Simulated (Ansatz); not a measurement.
## How far is PAW off for Ba?

```
Ba
1.0
    -2.51259    2.51259    2.47500
     2.51259   -2.51259    2.47500
     2.51259    2.51259   -2.47500
Ba
1
Cartesian
  0.0000 0.0000 0.0000
```

The geometry is COD entry 9008528, unchecked; take it as a test cell. The listed cell was then made from it by scaling, straining or moving an atom.

No spin–orbit coupling, which matters for the heavy atoms here.

Levels of theory: DFT, PBE, PAW with Ansatz's default frozen-core files, scalar-relativistic (Ansatz 0.2.0); DFT, PBE, all-electron PAW with datasets made for the crystal, scalar-relativistic (Ansatz 0.2.0); DFT, PBE, all-electron LAPW, scalar-relativistic (Ansatz 0.2.0).

For PAW: a Γ-centred 10×10×10 k mesh, Fermi–Dirac smearing of 0.03 eV, cutoff 420 eV, no spin polarisation. The crystal-made all-electron datasets (AE datasets) take a cutoff of 220 eV at this cell. LAPW targets a basis error of 0.5 meV/atom. The Ansatz runs share mesh, smearing and spin set-up. Plane-wave (PAW) pressures include the program's estimate of the Pulay term.

Stress and pressure are positive in compression.

The change that made this cell: z strained by -1 % at fixed volume.

```json
{"quantity": "pressure (GPa)", "PAW": "0.11", "AE datasets": "0.11", "LAPW": "0.11"}
{"quantity": "stress xx (GPa)", "PAW": "0.09", "AE datasets": "0.08", "LAPW": "0.09"}
{"quantity": "stress zz (GPa)", "PAW": "0.16", "AE datasets": "0.16", "LAPW": "0.16"}
```

PAW's pressure differs from the LAPW value by about 0.01 GPa or less.
